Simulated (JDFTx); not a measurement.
# Hf (Fm-3m) in JDFTx: reference runs

How does Hf come out in PBE? The cell is run as given and disturbed.

All numbers are computed with JDFTx 1.7.0 (patched build); they aren't measurements. Logs are shortened: lines on timing, memory, paths and dates and some standing lists are left out, and cuts for length are marked. The log counts tension as positive stress, the text compression.

### 1 Starting point

Symmetry: Fm-3m, No. 225, cubic system. Conventional cell: a = 4.440 Å, b = 4.440 Å, c = 4.440 Å, α = 90.00°, β = 90.00°, γ = 90.00°. Around Hf (site symmetry m-3m) lie 12 Hf at 3.14 Å.

This isn't the form of Hf at room conditions, which is hcp.

### 2 Single point, PBE

Contents of Hf.in:

```
lattice \
    0.0000000000     4.1951919967     4.1951919967 \
    4.1951919967     0.0000000000     4.1951919967 \
    4.1951919967     4.1951919967     0.0000000000
coords-type Lattice
ion Hf     0.0000000000     0.0000000000     0.0000000000 1

ion-species pseudo/Hf.upf
elec-cutoff 29
elec-ex-corr gga-PBE
kpoint-folding 10 10 10
elec-smearing Fermi 0.0018374661
elec-n-bands 11
electronic-SCF nIterations 100 energyDiffThreshold 1e-08
electronic-minimize nIterations 30 energyDiffThreshold 1e-7
converge-empty-states yes
forces-output-coords Cartesian

dump-name run.$VAR
dump End Ecomponents EigStats BandEigs Kpoints Forces Stress ElecDensity Dtot KEdensity
```

Potentials or basis: PseudoDojo-SR-PBE-0.5-standard.

Command:

```console
> jdftx -c 1 -i Hf.in -o Hf.out
```

The log of the run:

```text
*************** JDFTx 1.7.0 (patched build) ***************

[... 9 lines left out ...]
---------- Initializing the Grid ----------
R =
[            0      4.19519      4.19519  ]
[      4.19519            0      4.19519  ]
[      4.19519      4.19519            0  ]
unit cell volume = 147.668
G =
[  -0.748856   0.748856   0.748856  ]
[   0.748856  -0.748856   0.748856  ]
[   0.748856   0.748856  -0.748856  ]
Minimum fftbox size, Smin = [  32  32  32  ]
Chosen fftbox size, S = [  32  32  32  ]

---------- Exchange Correlation functional ----------
Initalized PBE GGA exchange.
Initalized PBE GGA correlation.

---------- Setting up pseudopotentials ----------
Width of ionic core gaussian charges (only for fluid interactions / plotting) set to 0

Reading pseudopotential file 'pseudo/Hf.upf':
  'Hf' pseudopotential, 'PBE' functional
  Generated using ONCVPSP code by D. R. Hamann
  12 valence electrons, 4 orbitals, 8 projectors, 1001 radial grid points, with lMax = 3
    5S    l: 0   occupation:  2.0   eigenvalue: -2.462799
    5P    l: 1   occupation:  6.0   eigenvalue: -1.307320
    5D    l: 2   occupation:  2.0   eigenvalue: -0.098817
    6S    l: 0   occupation:  2.0   eigenvalue: -0.187732
  Core radius for overlap checks: 2.38 bohrs.

Initialized 1 species with 1 total atoms.

Folded 1 k-points by 10x10x10 to 1000 k-points.

---------- Setting up k-points, bands, fillings ----------
Reduced to 47 k-points under symmetry.
Computing the number of bands and number of electrons
Calculating initial fillings.
nElectrons:  12.000000   nBands: 11   nStates: 47

----- Setting up reduced wavefunction bases (one per k-point) -----
average nbasis = 1101.801 , ideal nbasis = 1101.480

---------- Setting up ewald sum ----------
Optimum gaussian width for ewald sums = 2.138721 bohr.
Real space sum over 2197 unit cells with max indices [  6  6  6  ]
Reciprocal space sum over 2197 terms with max indices [  6  6  6  ]

---------- Allocating electronic variables ----------
Initializing wave functions:  linear combination of atomic orbitals
Note: number of bands (11) exceeds available atomic orbitals (10)
Hf pseudo-atom occupations:   s ( 2 2 )  p ( 6 )  d ( 2 )
	FillingsUpdate:  mu: +0.564348905  nElectrons: 12.000000
LCAOMinimize: Iter:   0  F: -50.0605720526800937  |grad|_K:  7.691e-05  alpha:  1.000e+00
	FillingsUpdate:  mu: +0.564592581  nElectrons: 12.000000
LCAOMinimize: Iter:   1  F: -50.0605869740837335  |grad|_K:  2.653e-06  alpha:  8.873e-01  linmin: -1.074e-03  cgtest:  1.718e-02
	FillingsUpdate:  mu: +0.564589250  nElectrons: 12.000000
LCAOMinimize: Iter:   2  F: -50.0605869938641845  |grad|_K:  6.098e-08  alpha:  9.876e-01  linmin: -2.651e-03  cgtest:  3.724e-03
	FillingsUpdate:  mu: +0.564589419  nElectrons: 12.000000
LCAOMinimize: Iter:   3  F: -50.0605869938732226  |grad|_K:  3.348e-09  alpha:  9.035e-01  linmin: -3.017e-02  cgtest:  3.939e-01
LCAOMinimize: Encountered beta<0, resetting CG.
LCAOMinimize: Converged (|Delta F|<1.000000e-06 for 2 iters).

-------- Electronic minimization -----------
Will mix electronic density at each iteration.
	FillingsUpdate:  mu: +0.564589419  nElectrons: 12.000000
	FillingsUpdate:  mu: +0.550107880  nElectrons: 12.000000
SCF: Cycle:  0   F: -50.081999028744463   dF: -2.141e-02   |Residual|: 3.505e-02   |deigs|: 6.124e-02
	FillingsUpdate:  mu: +0.547327904  nElectrons: 12.000000
SCF: Cycle:  1   F: -50.082790901031672   dF: -7.919e-04   |Residual|: 1.827e-02   |deigs|: 8.511e-03
	FillingsUpdate:  mu: +0.544777777  nElectrons: 12.000000
SCF: Cycle:  2   F: -50.083002813855593   dF: -2.119e-04   |Residual|: 3.651e-03   |deigs|: 7.432e-03
	FillingsUpdate:  mu: +0.545238723  nElectrons: 12.000000
SCF: Cycle:  3   F: -50.083003953625550   dF: -1.140e-06   |Residual|: 1.791e-03   |deigs|: 1.665e-03
	FillingsUpdate:  mu: +0.545007325  nElectrons: 12.000000
SCF: Cycle:  4   F: -50.083006790191533   dF: -2.837e-06   |Residual|: 2.843e-04   |deigs|: 7.102e-04
	FillingsUpdate:  mu: +0.544944614  nElectrons: 12.000000
SCF: Cycle:  5   F: -50.083006751206561   dF: +3.898e-08   |Residual|: 4.613e-04   |deigs|: 2.465e-04
	FillingsUpdate:  mu: +0.544983138  nElectrons: 12.000000
SCF: Cycle:  6   F: -50.083006895920512   dF: -1.447e-07   |Residual|: 2.661e-05   |deigs|: 1.552e-04
	FillingsUpdate:  mu: +0.544981994  nElectrons: 12.000000
SCF: Cycle:  7   F: -50.083006896752721   dF: -8.322e-10   |Residual|: 4.013e-05   |deigs|: 1.235e-05
	FillingsUpdate:  mu: +0.544985922  nElectrons: 12.000000
SCF: Cycle:  8   F: -50.083006897435105   dF: -6.824e-10   |Residual|: 1.726e-05   |deigs|: 1.742e-05
SCF: Converged (|Delta E|<1.000000e-08 for 2 iters).

Setting wave functions to eigenvectors of Hamiltonian
Converging empty states (this may take a while): |deigs|: 6.491e-05

# Stress tensor in Cartesian coordinates [Eh/a0^3]:
[ -0.000106961            0            0  ]
[            0 -0.000106961            0  ]
[            0            0 -0.000106961  ]

# Ionic positions in lattice coordinates:
ion Hf   0.000000000000000   0.000000000000000   0.000000000000000 1

# Forces in Cartesian coordinates:
force Hf  -0.000000000000000   0.000000000000000  -0.000000000000000 1

# Energy components:
   Eewald =      -39.3438571578921312
       EH =        6.9675402718734896
     Eloc =      -27.0069755403356488
      Enl =        2.7280854679362769
      Exc =      -14.2643150177047993
 Exc_core =        6.3282708502657119
       KE =       14.5086498522754042
-------------------------------------
     Etot =      -50.0826012735816946
       TS =        0.0004056238534115
-------------------------------------
        F =      -50.0830068974351050

IonicMinimize: Iter:   0  F: -50.083006897435105  |grad|_K:  0.000e+00
IonicMinimize: Converged (|grad|_K<1.000000e-04).

#--- Lowdin population analysis ---
# oxidation-state Hf +0.069

Dumping 'run.eigStats' ...
	eMin: -1.721621 at state 0 ( [ +0.000000 +0.000000 +0.000000 ] spin 0 )
	HOMO: +0.544168 at state 3 ( [ +0.000000 +0.000000 +0.300000 ] spin 0 )
	mu  : +0.544983
	LUMO: +0.545950 at state 13 ( [ +0.000000 +0.100000 -0.200000 ] spin 0 )
	eMax: +1.089573 at state 15 ( [ +0.000000 +0.200000 +0.200000 ] spin 0 )
	HOMO-LUMO gap: +0.001782
	Optical gap  : +0.019431 at state 20 ( [ +0.000000 +0.200000 -0.300000 ] spin 0 )
Done!
```

Run time: 19 s. Hardware: 1 thread of Intel Xeon 6975P-C (Granite Rapids), shared host; peak memory 0.07 GiB.

Results:

```
Free energy            : -1362.8280 eV
Pressure               : 3.1 GPa
Band gap on the k mesh : none (metal or under the smearing width)
```

### 3 Single point, PBE (cell strained at random at fixed volume)

Contents of Hf.in:

```
lattice \
   -0.0821520638     4.0870278527     4.1045002605 \
    4.1715269564    -0.0806440624     4.1874913627 \
    4.1826366563     4.1811286548    -0.0981164701
coords-type Lattice
ion Hf     0.0019310000    -0.0112190000    -0.0034220000 1

ion-species pseudo/Hf.upf
elec-cutoff 29
elec-ex-corr gga-PBE
kpoint-folding 10 10 10
elec-smearing Fermi 0.0018374661
elec-n-bands 11
electronic-SCF nIterations 100 energyDiffThreshold 1e-08
electronic-minimize nIterations 30 energyDiffThreshold 1e-7
converge-empty-states yes
forces-output-coords Cartesian

dump-name run.$VAR
dump End Ecomponents EigStats BandEigs Kpoints Forces Stress
```

Potentials or basis: PseudoDojo-SR-PBE-0.5-standard.

Command:

```console
> jdftx -c 1 -i Hf.in -o Hf.out
```

Run time: 2.2 min. Hardware: 1 thread of Intel Xeon 6975P-C (Granite Rapids), shared host; peak memory 0.41 GiB.

It converged, with:

| Item | Value |
| --- | --- |
| Free energy | -1362.8198 eV |
| Pressure | 3.3 GPa |
| Band gap on the k mesh | none (metal or under the smearing width) |

Stress tensor (GPa, compression positive):
```
3.95 1.30 1.83
1.30 2.99 1.67
1.83 1.67 2.84
```

Levels at points of the mesh, in eV from the Fermi level:
| k point | band 3 | band 4 | band 5 | band 6 | band 7 | band 8 | band 9 |
| --- | --- | --- | --- | --- | --- | --- | --- |
| (0.00, 0.00, 0.00) | -29.92 | -29.88 | -7.29 | 1.13 | 1.32 | 1.78 | 4.12 |
| (0.00, 0.00, 0.50) | -30.02 | -29.99 | -3.75 | 0.51 | 1.04 | 1.44 | 6.19 |
| (0.00, 0.50, 0.00) | -30.03 | -30.00 | -3.72 | 0.58 | 0.99 | 1.44 | 6.18 |
| (0.00, 0.50, 0.50) | -30.27 | -30.21 | -3.32 | -2.25 | 2.86 | 6.43 | 7.09 |
| (0.50, 0.00, 0.00) | -30.03 | -29.99 | -3.73 | 0.57 | 0.81 | 1.63 | 6.33 |
| (0.50, 0.00, 0.50) | -30.25 | -30.17 | -3.36 | -2.19 | 2.53 | 6.44 | 7.00 |
| (0.50, 0.50, 0.00) | -30.23 | -30.18 | -3.37 | -2.19 | 2.49 | 6.44 | 7.00 |
| (0.50, 0.50, 0.50) | -30.07 | -30.04 | -3.62 | 0.90 | 0.91 | 1.23 | 6.50 |
